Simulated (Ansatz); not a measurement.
# MoGe2N4 bilayer (AA') in a perpendicular field, part 3 of 3

Wanted: the out-of-plane response of the MoGe2N4 bilayer (AA'). A positive field points along +c.

Ansatz 0.2.0; plane-wave DFT, r2SCAN-D4, Ansatz PAW.

So far. Step 7 (Atoms held, field -0.2 V/Å): The dipole is -0.139 e·Å, and the gap 0.883 eV.

## 8. Single point, field 0.35 V/Å

input.yaml reads:

```yaml
crystal:
  lattice:
    - [2.9863979603, 0.0, 0.0]
    - [-1.4931989802, 2.5862964995, 0.0]
    - [0.0, 0.0, 35.5266419246]
  atoms:
    - { symbol: "N", position: [0.0, 0.0, 0.2533310077] }
    - { symbol: Ge, position: [0.3333333333, 0.6666666667, 0.2704580345] }
    - { symbol: "N", position: [0.3333333333, 0.6666666667, 0.3228133633] }
    - { symbol: Mo, position: [0.0, 0.0, 0.3570276529] }
    - { symbol: "N", position: [0.3333333333, 0.6666666667, 0.3912402248] }
    - { symbol: Ge, position: [0.3333333333, 0.6666666667, 0.4435723246] }
    - { symbol: "N", position: [0.0, 0.0, 0.4605123172] }
    - { symbol: "N", position: [0.3333333333, 0.6666666667, 0.5394876828] }
    - { symbol: Ge, position: [0.0, 0.0, 0.5564276754] }
    - { symbol: "N", position: [0.0, 0.0, 0.6087597752] }
    - { symbol: Mo, position: [0.3333333333, 0.6666666667, 0.6429723471] }
    - { symbol: "N", position: [0.0, 0.0, 0.6771866367] }
    - { symbol: Ge, position: [0.0, 0.0, 0.7295419655] }
    - { symbol: "N", position: [0.3333333333, 0.6666666667, 0.7466689923] }
kpoints:
  mp_grid: { grid: [18, 18, 1] }
  band_path:
    path: [[0, 0, 0], [0.5, 0, 0], [0.33333333, 0.33333333, 0], [0, 0, 0]]
    npoints: 16
hamiltonian:
  xc: r2scan
  dispersion: d4
scf:
  occupations: { method: fermi_dirac, width: 0.05 }
  convergence: { dr2_threshold: 1.0e-10 }
efield:
  axis: 3
  dipole_correction: true
  ramp_position: 0.9388
  ramp_width: 0.1225
  amplitude: 0.35
output:
  dos: { projected: true, e_range: [-6, 5] }
  bader: true
  write_potential: true
  write_density: true
  volumetric_format: npy
  elf: true
```

On the command line:

```console
$ ansatz run input.yaml --threads 4 --pin off --max-ram 12288MiB --backend cpu --events-out ev --progress --plain --runs-dir out
```

Numbers of over 12 decimals in the logs are rounded to 6 here.

The log of the run:

```text
[...]
Crystal: 14 atoms, lattice volume = 274.398 Å³
Basis set: ecut = 500 eV, 7089 PW (Γ), exchange–correlation on 96×96×1080 points (64 copies of the dense FFT grid, shifted against one another)
Bands: 76, of which v1, the nominal top of the filled ones, is band 62 counted from 1 (61 counted from 0)
Symmetry: 6 space group operations
k-points: 37 of 324 (time reversal used)
[...]
2      N     -1.4428     0.0062
     3     Mo      1.7942     0.0010
     4      N     -1.4398     0.0059
     5     Ge      2.1275     0.0243
     6      N     -1.5753     0.0190
     7      N     -1.5891     0.0190
     8     Ge      2.1262     0.0243
     9      N     -1.4438     0.0059
    10     Mo      1.7942     0.0010
    11      N     -1.4388     0.0061
    12     Ge      2.1216     0.0245
    13      N     -1.5672     0.0189
  estimated error of the sums over rays = 5.8e-4 e
[key lines of the parts left out:]
SCF converged after 26 iterations
Free energy (F): -30231.642955 eV
Fermi energy:    5.446677 eV
Dipole field:    D = 0.160102 V/Å  (p = 0.242782 e·Å, saw-weighted, corrected)
```

It took 2.9 min on 4 threads of Arm Neoverse V1, shared host; peak memory 2 GiB; 12 min of CPU time.

The dipole is 0.243 e·Å, and the gap 0.584 eV.

## 9. Response, atoms held

This step: plane-wave DFT, r2SCAN-D4, Ansatz PAW; response to a field along the normal, atoms held (Ansatz 0.2.0).

The dipoles give the slope, and the difference of two potentials shows where the field is screened.

Numbers from this step:

```
equivalent conductor thickness p/(ε₀AE) : 16.23 Å
distance between the outer atoms        : 17.53 Å
```

Table of dipole of the cell by applied field:

| applied field (V/Å) | dipole of the cell (e·Å) |
| --- | --- |
| -0.200 | -0.139 |
| -0.100 | -0.0693 |
| 0.000 | 3.6e-7 |
| 0.100 | 0.0693 |
| 0.200 | 0.139 |
| 0.350 | 0.243 |

Local field over the applied field, running mean. From the potentials at -0.1 and 0.1 V/Å; running mean over 2.5 Å. Table of local field over applied field by z:

| z (Å) | local field over applied field |
| --- | --- |
| 5 | 0.999 |
| 6 | 0.986 |
| 7 | 0.878 |
| 8 | 0.579 |
| 9 | 0.276 |
| 10 | 0.164 |
| 11 | 0.143 |
| 12 | 0.0861 |
| 13 | 0.0696 |
| 14 | 0.126 |
| 15 | 0.153 |
| 16 | 0.209 |
| 17 | 0.371 |
| 18 | 0.431 |
| 19 | 0.286 |
| 20 | 0.168 |
| 21 | 0.144 |
| 22 | 0.0944 |
| 23 | 0.0642 |
| 24 | 0.116 |
| 25 | 0.150 |
| 26 | 0.194 |
| 27 | 0.397 |
| 28 | 0.734 |
| 29 | 0.952 |
| 30 | 0.996 |
| 31 | 1.000 |

The induced electron density oscillates, so the rows of the table below give means over windows of 1 Å about each position, cut where the curve ends. Its first 14 maxima inside the range that stand out by 2 % of the span (Å: e/Å³ per V/Å): 8.2: 0.00375, 9.2: 0.00191, 10.7: 0.00126, 11.6: 0.00182, 13.3: 4.7e-4, 14.2: 3.6e-4, 15.5: 0.00225, 16.4: -5.9e-4, 18.4: 0.00321, 19.3: 0.00181, 20.8: 0.00126, 21.7: 0.00189, 23.4: 4.8e-4, 24.3: 3.3e-4. Its first 14 minima: 8.8: 6.7e-4, 9.9: -0.00228, 11.2: -3.3e-4, 12.1: -4.8e-4, 13.8: -0.00189, 14.7: -0.00126, 16.2: -0.00181, 17.1: -0.00321, 19.1: 5.9e-4, 20.0: -0.00225, 21.3: -3.6e-4, 22.2: -4.7e-4, 23.9: -0.00182, 24.9: -0.00126.

Electrons, planar mean, per unit field. Induced electron density against z; means over each step:

| z (Å) | induced electron density (e/Å³ per V/Å) |
| --- | --- |
| 5 | 5.5e-6 |
| 6 | 7.2e-5 |
| 7 | 7.3e-4 |
| 8 | 0.00304 |
| 9 | 0.00133 |
| 10 | -9.1e-4 |
| 11 | 6.7e-4 |
| 12 | 1.9e-4 |
| 13 | 1.8e-4 |
| 14 | -6.5e-4 |
| 15 | -5.1e-6 |
| 16 | -2.1e-4 |
| 17 | -0.00231 |
| 18 | 0.00126 |
| 19 | 0.00166 |
| 20 | -9.1e-4 |
| 21 | 5.9e-4 |
| 22 | 4.2e-4 |
| 23 | 1.2e-4 |
| 24 | -5.6e-4 |
| 25 | -3.8e-4 |
| 26 | 2.4e-4 |
| 27 | -0.00240 |
| 28 | -0.00190 |
| 29 | -2.6e-4 |
| 30 | -2.2e-5 |
| 31 | -2.1e-6 |

The smaller of the gaps on the path and on the k-mesh, counted as 0 under 0.03 eV. Table of gap by applied field:

| applied field (V/Å) | gap (eV) |
| --- | --- |
| -0.200 | 0.883 |
| -0.100 | 1.08 |
| 0.000 | 1.23 |
| 0.100 | 1.08 |
| 0.200 | 0.883 |
| 0.350 | 0.584 |

By hand: between -0.1 and 0.1 V/Å the dipole changes by 0.1386 e·Å, a slope of 0.6929 e·Å²/V. A perfect conductor of thickness t has p = ε₀AEt, so t = 180.95 × 0.6929 / 7.724 = 16.23 Å (e/ε₀ = 180.95 V·Å, A in Å²).

The induced dipole is that of a conductor 16.23 Å thick.

## 10. A changed input: scf.mixing.preconditioner = "none"

This step: plane-wave DFT, r2SCAN-D4, Ansatz PAW (Ansatz 0.2.0).

A run with a changed input: it repeats the earlier run at 0.1 V/Å with scf.mixing.preconditioner to none.

input.yaml: that of step 8 with these lines changed.

```diff
@@ -31,2 +31,3 @@
   convergence: { dr2_threshold: 1.0e-10 }
+  mixing: { preconditioner: none }
 efield:
@@ -34,8 +35,6 @@
   dipole_correction: true
-  ramp_position: 0.9388
-  ramp_width: 0.1225
-  amplitude: 0.35
+  ramp_position: 0.9552
+  ramp_width: 0.0895
+  amplitude: 0.1
 output:
-  dos: { projected: true, e_range: [-6, 5] }
-  bader: true
   write_potential: true
@@ -43,2 +42 @@
   volumetric_format: npy
-  elf: true
```

The log of the run:

```text
[...]
Crystal: 14 atoms, lattice volume = 274.398 Å³
Basis set: ecut = 500 eV, 7089 PW (Γ), exchange–correlation on 96×96×1080 points (64 copies of the dense FFT grid, shifted against one another)
Bands: 76, of which v1, the nominal top of the filled ones, is band 62 counted from 1 (61 counted from 0)
Symmetry: 6 space group operations
k-points: 37 of 324 (time reversal used)
[...]
SCF iter   1: F=—  HF=-30231.401790 eV  |F-HF|=—  |Δ(HF+E_count)|=         —  Δρ=9.84e-3  dr2=3.84e-1  dr2_τ=9.91e-1  ethr=1.77e-3  p=-0.000 e·Å  D=-8.01e-7 V/Å  ΔV_dip=0.00 eV  dr2_dipole=7.59e-2  V_vac-E_F(+/−)=6.56/3.40 eV  ⟨swp⟩=7.9  Hψ=12187  notcnv=0  defer=52
[...]
SCF iter  27: F=-30231.603965 eV  HF=-30231.603965 eV  |F-HF|=4.73e-11  |Δ(HF+E_count)|=  2.69e-10  Δρ=5.39e-8  dr2=3.25e-11  dr2_τ=7.99e-13  ethr=1.00e-12  p=0.069 e·Å  D=4.57e-2 V/Å  ΔV_dip=-1.62 eV  dr2_dipole=9.13e-12  V_vac-E_F(+/−)=5.72/4.18 eV  ⟨swp⟩=2.9  Hψ=7031  notcnv=0
SCF 1 converged in 27 iterations: F = -30231.603965 eV  dr2 = 3.25e-11
[...]
SCF converged after 27 iterations
Stability not checked: this state was not tested for a lower state beside it, because the mixer in use, unlike msr1, does not test its closes by its own steps (another_mixer; see scf.mixing.algorithm and scf.lower_state_search)
[...]
Free energy (F): -30231.603965 eV
[...]
Internal energy: -30231.603964 eV  (E = F + TS)
E sigma→0 (E₀):  -30231.603964 eV
Entropy (-TS):   -0.000001 eV (-0.000 meV/atom)
Fermi energy:    5.456657 eV
Dipole field:    D = 0.045690 V/Å  (p = 0.069285 e·Å, saw-weighted, corrected)
Work function:   not extracted (applied field tilts the vacuum); planar V_es + V_field profile in the machine report
[...]
--- Band table (eV; the first three rows and the last of 37) ---
  k-point 0: bands = [... 58 lower, 2.5061, 3.0812, 4.6030, 4.8813, 7.3663, 7.4534, 7.6465, 7.7035, ... 10 higher]
  k-point 1: bands = [... 58 lower, 2.6580, 3.1270, 4.6335, 4.8855, 7.2099, 7.3614, 7.4908, 7.6315, ... 10 higher]
  k-point 2: bands = [... 58 lower, 2.7688, 3.1425, 4.5614, 4.7773, 7.0508, 7.2678, 7.4022, 7.5964, ... 10 higher]
  k-point 36: bands = [... 58 lower, 2.7602, 2.9737, 4.0223, 4.2286, 5.9626, 6.1689, 8.2518, 8.4585, ... 10 higher]
```

Wall time 2.4 min (4 threads); peak memory 1.9 GiB; 9.5 min of CPU time.

Numbers from this step:

| Property | Result |
| --- | --- |
| dipole along the normal | 0.06928 e·Å |
| gap along the path | 1.076 eV |
| smallest direct gap along the path | 1.734 eV |
| gap, the smaller of path and mesh | 1.076 eV |

Electronic bands along the path, in eV, zero at the Fermi level of the run, which the smearing sets inside the gap:

| point | band 59 | band 60 | band 61 | band 62 | band 63 | band 64 | band 65 | band 66 |
| --- | --- | --- | --- | --- | --- | --- | --- | --- |
| Γ | -2.95 | -2.38 | -0.85 | -0.58 | 1.91 | 2.00 | 2.19 | 2.25 |
| halfway | -2.99 | -2.71 | -1.72 | -1.52 | 1.64 | 1.86 | 2.00 | 2.14 |
| M | -3.08 | -2.87 | -1.89 | -1.68 | 1.80 | 2.00 | 2.01 | 2.21 |
| halfway | -3.05 | -2.84 | -1.77 | -1.56 | 1.20 | 1.41 | 2.40 | 2.61 |
| K | -2.70 | -2.48 | -1.43 | -1.23 | 0.51 | 0.71 | 2.80 | 3.00 |
| halfway | -3.05 | -2.84 | -1.93 | -1.72 | 1.68 | 1.89 | 2.07 | 2.27 |
| Γ | -2.95 | -2.38 | -0.85 | -0.58 | 1.91 | 2.00 | 2.19 | 2.25 |

| quantity | this run | earlier run | difference |
| --- | --- | --- | --- |
| dipole along the normal (e·Å) | 0.06928 | 0.06929 | -6.0e-6 |
| gap along the path (eV) | 1.076 | 1.076 | 1.0e-5 |
| smallest direct gap along the path (eV) | 1.734 | 1.734 | 1.1e-5 |

Nothing in the table moves by 0.01 in its unit (for the dipole 0.5 % and 5e-5 e·Å). The run took 27 SCF cycles against 17.

On this path the gap is indirect, 1.08 eV, with the valence top between K and Γ and the conduction bottom at K. The least direct gap is 1.73 eV.

## 11. The same run with other settings

Another changed input: it repeats the earlier run at 0.1 V/Å with scf.eigensolver.kind to davidson, basis.precision to f64 and scf.algorithm to density_mixing.

input.yaml: that of step 10 with these lines changed.

```diff
@@ -31,3 +31,4 @@
   convergence: { dr2_threshold: 1.0e-10 }
-  mixing: { preconditioner: none }
+  eigensolver: { kind: davidson }
+  algorithm: density_mixing
 efield:
@@ -42 +43,3 @@
   volumetric_format: npy
+basis:
+  precision: f64
```

The log of the run:

```text
[...]
Crystal: 14 atoms, lattice volume = 274.398 Å³
Basis set: ecut = 500 eV, 7089 PW (Γ), exchange–correlation on 96×96×1080 points (64 copies of the dense FFT grid, shifted against one another)
Bands: 76, of which v1, the nominal top of the filled ones, is band 62 counted from 1 (61 counted from 0)
Symmetry: 6 space group operations
k-points: 37 of 324 (time reversal used)
[...]
SCF iter   1: F=—  HF=-30231.400569 eV  |F-HF|=—  |Δ(HF+E_count)|=         —  Δρ=9.92e-3  dr2=3.98e-1  dr2_τ=9.94e-1  ethr=1.77e-3  p=-0.000 e·Å  D=-8.01e-7 V/Å  ΔV_dip=0.00 eV  dr2_dipole=7.67e-2  V_vac-E_F(+/−)=6.56/3.40 eV  ⟨swp⟩=7.6  Hψ=12083  notcnv=0
[...]
SCF iter  16: F=-30231.603965 eV  HF=-30231.603965 eV  |F-HF|=1.16e-10  |Δ(HF+E_count)|=  1.89e-10  Δρ=3.64e-8  dr2=3.55e-12  dr2_τ=3.47e-13  ethr=1.80e-12 (applied; sched 1.00e-12)  p=0.069 e·Å  D=4.57e-2 V/Å  ΔV_dip=-1.62 eV  dr2_dipole=2.85e-13  V_vac-E_F(+/−)=5.72/4.18 eV  ⟨swp⟩=2.0  Hψ=5106  notcnv=0
SCF 1 converged in 16 iterations: F = -30231.603965 eV  dr2 = 3.55e-12
[...]
SCF converged after 16 iterations
[...]
Free energy (F): -30231.603965 eV
[...]
Internal energy: -30231.603964 eV  (E = F + TS)
E sigma→0 (E₀):  -30231.603964 eV
Entropy (-TS):   -0.000001 eV (-0.000 meV/atom)
Fermi energy:    5.456655 eV
Dipole field:    D = 0.045693 V/Å  (p = 0.069290 e·Å, saw-weighted, corrected)
Work function:   not extracted (applied field tilts the vacuum); planar V_es + V_field profile in the machine report
[...]
--- Band table (eV; the first three rows and the last of 37) ---
  k-point 0: bands = [... 58 lower, 2.5061, 3.0812, 4.6030, 4.8813, 7.3663, 7.4534, 7.6465, 7.7035, ... 10 higher]
  k-point 1: bands = [... 58 lower, 2.6580, 3.1270, 4.6335, 4.8855, 7.2098, 7.3614, 7.4908, 7.6315, ... 10 higher]
  k-point 2: bands = [... 58 lower, 2.7688, 3.1425, 4.5614, 4.7773, 7.0508, 7.2678, 7.4022, 7.5964, ... 10 higher]
  k-point 36: bands = [... 58 lower, 2.7602, 2.9737, 4.0223, 4.2286, 5.9626, 6.1689, 8.2517, 8.4585, ... 10 higher]
```

Run time: 2.7 min. Hardware: 4 threads; peak memory 1.8 GiB.

Numbers from this step:

```
dipole along the normal : 0.06929 e·Å
```

Electronic bands along the path, in eV, zero at the Fermi level of the run, which the smearing sets inside the gap:

(Unchanged from step 10.)

| quantity | this run | earlier run | difference |
| --- | --- | --- | --- |
| dipole along the normal (e·Å) | 0.06929 | 0.06929 | -9.8e-7 |
| gap along the path (eV) | 1.076 | 1.076 | 4.0e-6 |
| smallest direct gap along the path (eV) | 1.734 | 1.734 | 5.0e-6 |

Nothing in the table moves by 0.01 in its unit (for the dipole 0.5 % and 5e-5 e·Å). The run took 16 SCF cycles against 17.

On this path the gap is indirect, 1.08 eV, with the valence top between K and Γ and the conduction bottom at K. The least direct gap is 1.73 eV.

## 12. Summary of results

```json
{
 "gap without field": "1.23 eV",
 "ionisation energy, upper face": "5.60 eV",
 "electron affinity, upper face": "4.38 eV",
 "equivalent conductor thickness, atoms held": "16.2 Å"
}
```

What this shows: The induced dipole equals that of a perfect conductor 16.23 Å thick, while the outer atoms lie 17.53 Å apart; an out-of-plane ε follows only once a thickness t is chosen, by 1 − 1/ε = 16.23 Å / t. The gap goes from 1.23 eV to 0.58 eV at 0.35 V/Å. With the field reversed the gap is 0.88 eV at -0.2 V/Å. Semilocal functionals give gaps that are too small, and excitons are not included. Spin-orbit coupling is left out, which matters for the bands of elements this heavy. The outer anions sit over the metal atoms, one of several polytypes of such layers and not the lowest for every compound.

[Logs are printed without paths, hosts, clocks, repeated set-up lines and the standing remarks that a program may print on its own settings, such as how far it seeks lower states.]

[Hosts, paths, dates, database ids (printed as entryN), source tags and the programs' standing remarks are cut or masked in the printed files.]

[Maps of the electrostatic potential energy from Ansatz leave out the sawtooth potential of an applied field or a dipole correction, so their vacuum need not be flat; planar profiles and work functions include it.]
